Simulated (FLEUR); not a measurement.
# SnO (P4/nmm) in FLEUR: band structure with PBE

Aim: the band structure of SnO with PBE.

Everything below comes from runs of FLEUR MaX-R8.1 (later development tree). Logs are shortened: lines on timing, memory, paths and dates and some standing lists are left out, and cuts for length are marked.

### Step 1. Starting point

Symmetry: P4/nmm, No. 129, tetragonal system. Conventional cell: a = 3.814 Å, b = 3.814 Å, c = 4.887 Å, α = 90.00°, β = 90.00°, γ = 90.00°. Sn (site symmetry 4mm) is surrounded by 4 O at 2.23 Å. O (site symmetry -4m2) is surrounded by 4 Sn at 2.23 Å.

The cell is a database's computed one.

### Step 2. Band structure, PBE

inp.xml

```xml
<?xml version="1.0" encoding="UTF-8" standalone="no"?>
<fleurInput fleurInputVersion="0.39">
   <comment>
      SnO                                                                                                 
   </comment>
   <calculationSetup>
      <cutoffs Kmax="4.42" Gmax="13.7" GmaxXC="13.7" numbands="0"/>
      <scfLoop itmax="60" minDistance="0.00001" maxIterBroyd="15" imix="Anderson" alpha="0.05" precondParam="0.0" spinf="2.0" sdNocoIR="T"/>
      <coreElectrons ctail="T" frcor="F" kcrel="0" coretail_lmax="0"/>
      <xcFunctional name="pbe" relativisticCorrections="F"/>
      <magnetism jspins="1"/>
      <soc l_soc="F" theta="0.0" phi="0.0" spav="F"/>
      <expertModes spex="0" secvar="F"/>
      <geometryOptimization l_f="F" forcealpha="1.0" forcemix="BFGS" epsdisp="0.00001" epsforce="0.00001"/>
      <ldaU l_linMix="F" mixParam="0.05" spinf="1.0"/>
   </calculationSetup>
   <cell>
      <bzIntegration valenceElectrons="56.0" mode="hist" fermiSmearingEnergy="0.00183747">
         <kPointListSelection listName="default-1"/>
         <!-- k-points included here -->
         <xi:include xmlns:xi="http://www.w3.org/2001/XInclude" href="kpts.xml"> </xi:include>
      </bzIntegration>
      <!-- symmetry operations included here -->
      <xi:include xmlns:xi="http://www.w3.org/2001/XInclude" href="sym.xml"> </xi:include>
      <bulkLattice scale="1.0">
[... 32 lines left out ...]
         </electronConfig>
         <energyParameters s="2" p="2" d="3" f="4"/>
         <lo type="SCLO" l="0" n="2" eDeriv="2"/>
         <lo type="SCLO" l="1" n="2" eDeriv="2"/>
         <lo type="SCLO" l="2" n="3" eDeriv="2"/>
      </species>
   </atomSpecies>
   <atomGroups>
      <atomGroup species="Tin (Sn)">
         <relPos label="                   1">1.000/4.000 -1.000/4.000 -.2353738600</relPos>
         <relPos label="                   2">-1.000/4.000 1.000/4.000 .2353738600</relPos>
         <force calculate="T" relaxXYZ="TTT"/>
      </atomGroup>
      <atomGroup species="Oxygen (O)">
         <relPos label="                   3">-1.000/4.000 -1.000/4.000 .0000000000</relPos>
         <relPos label="                   4">1.000/4.000 1.000/4.000 .0000000000</relPos>
         <force calculate="T" relaxXYZ="TTT"/>
      </atomGroup>
   </atomGroups>
   <output dos="F" band="F" slice="F">
      <checks vchk="F" cdinf="F"/>
      <bandDOS minEnergy="-.5*Htr" maxEnergy="0.5*Htr" sigma="0.015" storeEVData="T"/>
      <vacuumDOS vacdos="F" integ="F" star="F" nstars="0" locx1="0.0" locy1="0.0" locx2="0.0" locy2="0.0" nstm="0" tworkf="0.0"/>
      <unfoldingBand unfoldBand="F" supercellX="1" supercellY="1" supercellZ="1"/>
      <plotting iplot="0" polar="F">
         <plot TwoD="T" vec1="  1.0  0.0  0.0" vec2="  0.0  1.0  0.0" vec3="  0.0  0.0  1.0" zero="  0.0  0.0  0.0" file="plot"/>
      </plotting>
      <chargeDensitySlicing numkpt="0" minEigenval="0.0" maxEigenval="0.0" nnne="0" pallst="F"/>
      <specialOutput eonly="F"/>
      <moessbauerParams electricFieldGradient="T" isomerShift="T" coreHyperfine="T" valenceHyperfine="T"/>
      <magneticCircularDichroism mcd="F" energyLo="-10.0" energyUp="0.0"/>
   </output>
  <!-- We include the file relax.xml here to enable relaxations (see documentation) -->
  <xi:include xmlns:xi="http://www.w3.org/2001/XInclude" href="relax.xml"> <xi:fallback/> </xi:include>
</fleurInput>
```

crystal.txt

```
SnO
&input cartesian=F /
3.8136952200  0.0000000000  0.0000000000
0.0000000000  3.8136952200  0.0000000000
0.0000000000  0.0000000000  4.8869133000
1.8897261246
1.0 1.0 1.0

4
50 0.5000000000  0.0000000000  0.7646261400
50 0.0000000000  0.5000000000  0.2353738600
8 0.0000000000  0.0000000000  0.0000000000
8 0.5000000000  0.5000000000  0.0000000000

&kpt div1=7 div2=7 div3=6 gamma=T /
```

inp.xml (bands)

```
<?xml version="1.0" encoding="UTF-8" standalone="no"?>
<fleurInput fleurInputVersion="0.39">
   <comment>
      SnO                                                                                                 
   </comment>
   <calculationSetup>
      <cutoffs Kmax="4.42" Gmax="13.7" GmaxXC="13.7" numbands="0"/>
      <scfLoop itmax="60" minDistance="0.00001" maxIterBroyd="15" imix="Anderson" alpha="0.05" precondParam="0.0" spinf="2.0" sdNocoIR="T"/>
      <coreElectrons ctail="T" frcor="F" kcrel="0" coretail_lmax="0"/>
      <xcFunctional name="pbe" relativisticCorrections="F"/>
      <magnetism jspins="1"/>
      <soc l_soc="F" theta="0.0" phi="0.0" spav="F"/>
      <expertModes spex="0" secvar="F"/>
      <geometryOptimization l_f="F" forcealpha="1.0" forcemix="BFGS" epsdisp="0.00001" epsforce="0.00001"/>
      <ldaU l_linMix="F" mixParam="0.05" spinf="1.0"/>
   </calculationSetup>
   <cell>
      <bzIntegration valenceElectrons="56.0" mode="hist" fermiSmearingEnergy="0.00183747">
         <kPointListSelection listName="path-1"/>
         <!-- k-points included here -->
         <xi:include xmlns:xi="http://www.w3.org/2001/XInclude" href="kpts.xml"> </xi:include>
      </bzIntegration>
      <!-- symmetry operations included here -->
      <xi:include xmlns:xi="http://www.w3.org/2001/XInclude" href="sym.xml"> </xi:include>
      <bulkLattice scale="1.0">
[... 32 lines left out ...]
         </electronConfig>
         <energyParameters s="2" p="2" d="3" f="4"/>
         <lo type="SCLO" l="0" n="2" eDeriv="2"/>
         <lo type="SCLO" l="1" n="2" eDeriv="2"/>
         <lo type="SCLO" l="2" n="3" eDeriv="2"/>
      </species>
   </atomSpecies>
   <atomGroups>
      <atomGroup species="Tin (Sn)">
         <relPos label="                   1">1.000/4.000 -1.000/4.000 -.2353738600</relPos>
         <relPos label="                   2">-1.000/4.000 1.000/4.000 .2353738600</relPos>
         <force calculate="T" relaxXYZ="TTT"/>
      </atomGroup>
      <atomGroup species="Oxygen (O)">
         <relPos label="                   3">-1.000/4.000 -1.000/4.000 .0000000000</relPos>
         <relPos label="                   4">1.000/4.000 1.000/4.000 .0000000000</relPos>
         <force calculate="T" relaxXYZ="TTT"/>
      </atomGroup>
   </atomGroups>
   <output dos="F" band="T" slice="F">
      <checks vchk="F" cdinf="F"/>
      <bandDOS minEnergy="-.5*Htr" maxEnergy="0.5*Htr" sigma="0.015" storeEVData="T"/>
      <vacuumDOS vacdos="F" integ="F" star="F" nstars="0" locx1="0.0" locy1="0.0" locx2="0.0" locy2="0.0" nstm="0" tworkf="0.0"/>
      <unfoldingBand unfoldBand="F" supercellX="1" supercellY="1" supercellZ="1"/>
      <plotting iplot="0" polar="F">
         <plot TwoD="T" vec1="  1.0  0.0  0.0" vec2="  0.0  1.0  0.0" vec3="  0.0  0.0  1.0" zero="  0.0  0.0  0.0" file="plot"/>
      </plotting>
      <chargeDensitySlicing numkpt="0" minEigenval="0.0" maxEigenval="0.0" nnne="0" pallst="F"/>
      <specialOutput eonly="F"/>
      <moessbauerParams electricFieldGradient="T" isomerShift="T" coreHyperfine="T" valenceHyperfine="T"/>
      <magneticCircularDichroism mcd="F" energyLo="-10.0" energyUp="0.0"/>
   </output>
  <!-- We include the file relax.xml here to enable relaxations (see documentation) -->
  <xi:include xmlns:xi="http://www.w3.org/2001/XInclude" href="relax.xml"> <xi:fallback/> </xi:include>
</fleurInput>
```

Potentials or basis: all-electron, FLAPW.

Launch:

```sh
> inpgen -f crystal.txt -profile fastHighL
> # inp.xml edited to the form shown
> fleur_MPI
> fleur_MPI   # second run, on inp.xml (bands)
```

What it wrote:

```text
Welcome to FLEUR        (www.flapw.de)
      MaX-Release 8.1          (www.max-centre.eu)

 ========== k-point set info ==========
 Selected k-point list: default-1
 k-point list type: mesh
 7 x 7 x 6
 Number of k points: 40

 ------------Calculation Setup---------------------------
 Number of MPI-tasks      :            1
 Number of PE/node        :            1
 Number of OMP-threads    :            1
 Most efficient MPI parallelization for:
           1           2           4           5           8          10          20          40
 Additional eigenvalue parallelization possible
 Number of basis functions:          850
 Approximate size of matrices (H+S) per k-point:         0.011 GB
 --------------------------------------------------------
 Iteration:     1   Distance:      21.58130824 me/bohr^3
 Iteration:     2   Distance:      17.80784995 me/bohr^3
 Iteration:     3   Distance:       5.76215927 me/bohr^3
 Iteration:     4   Distance:       6.48449560 me/bohr^3
 Iteration:     5   Distance:       1.18440212 me/bohr^3
 Iteration:     6   Distance:       0.45943810 me/bohr^3
 Iteration:     7   Distance:       0.28279473 me/bohr^3
 Iteration:     8   Distance:       0.07933316 me/bohr^3
 Iteration:     9   Distance:       0.09216890 me/bohr^3
 Iteration:    10   Distance:       0.01630891 me/bohr^3
 Iteration:    11   Distance:       0.00988996 me/bohr^3
 Iteration:    12   Distance:       0.00329918 me/bohr^3
 Iteration:    13   Distance:       0.00021053 me/bohr^3
 Iteration:    14   Distance:       0.00018034 me/bohr^3
 Iteration:    15   Distance:       0.00003858 me/bohr^3
 Iteration:    16   Distance:       0.00003616 me/bohr^3
 Iteration:    17   Distance:       0.00002293 me/bohr^3
 Iteration:    18   Distance:       0.00000639 me/bohr^3

 ********************************************************************
 Run finished successfully
 Stop message:
   all done
 ********************************************************************
```

Run time: 3.6 min. Hardware: 1 thread of Arm Neoverse V1, shared host; peak memory 0.09 GiB.

Results:

```
Free energy                                           : -340379.8330 eV
Band gap on the k mesh                                : 0.37 eV, indirect (least direct gap 2.07 eV)
Band gap along the path                               : 0.14 eV, indirect (least direct gap 2.04 eV)
Valence electrons inside the program's atomic spheres : Sn 19.22; O 5.25 (radii Sn 2.26, O 1.63 bohr)
```

Levels at the corners of the path, in eV from the valence-band top:
```tsv
point	band 24	band 25	band 26	band 27	band 28	band 29	band 30	band 31	band 32	band 33
Γ	-6.25	-3.47	-3.17	-3.17	0.00	2.07	4.28	4.72	4.72	5.67
X	-5.00	-4.83	-4.83	-2.68	-2.68	3.15	3.15	5.91	5.91	5.93
M	-5.13	-2.52	-2.52	-1.90	-1.90	0.14	0.14	4.48	4.48	7.13
Γ	-6.25	-3.47	-3.17	-3.17	0.00	2.07	4.28	4.72	4.72	5.67
Z	-3.54	-3.21	-3.19	-3.19	-2.22	1.72	3.02	3.02	3.69	7.84
R	-5.44	-4.80	-4.80	-1.75	-1.75	2.54	2.54	5.45	5.45	6.63
A	-5.55	-2.65	-2.65	-2.51	-2.51	2.37	2.37	3.96	3.96	5.59
Z	-3.54	-3.21	-3.19	-3.19	-2.22	1.72	3.02	3.02	3.69	7.84
X	-5.00	-4.83	-4.83	-2.68	-2.68	3.15	3.15	5.91	5.91	5.93
R	-5.44	-4.80	-4.80	-1.75	-1.75	2.54	2.54	5.45	5.45	6.63
M	-5.13	-2.52	-2.52	-1.90	-1.90	0.14	0.14	4.48	4.48	7.13
A	-5.55	-2.65	-2.65	-2.51	-2.51	2.37	2.37	3.96	3.96	5.59
```

Core levels (eV from the Fermi level):
```csv
atom,levels
1 Sn,"1s1/2 -28991.5, 2s1/2 -4371.9, 2p1/2 -4083.3, 2p3/2 -3852.7, 3s1/2 -840.3, 3p1/2 -723.1, 3p3/2 -681.0, 3d3/2 -474.0, 3d5/2 -465.3"
2 Sn,"1s1/2 -28991.5, 2s1/2 -4371.9, 2p1/2 -4083.3, 2p3/2 -3852.7, 3s1/2 -840.3, 3p1/2 -723.1, 3p3/2 -681.0, 3d3/2 -474.0, 3d5/2 -465.3"
3 O,1s1/2 -506.6
4 O,1s1/2 -506.6
```

Caveat: spin-orbit coupling is left out, which moves the levels of the heavy elements; the mesh misses the band edges, which the band path finds closer together.
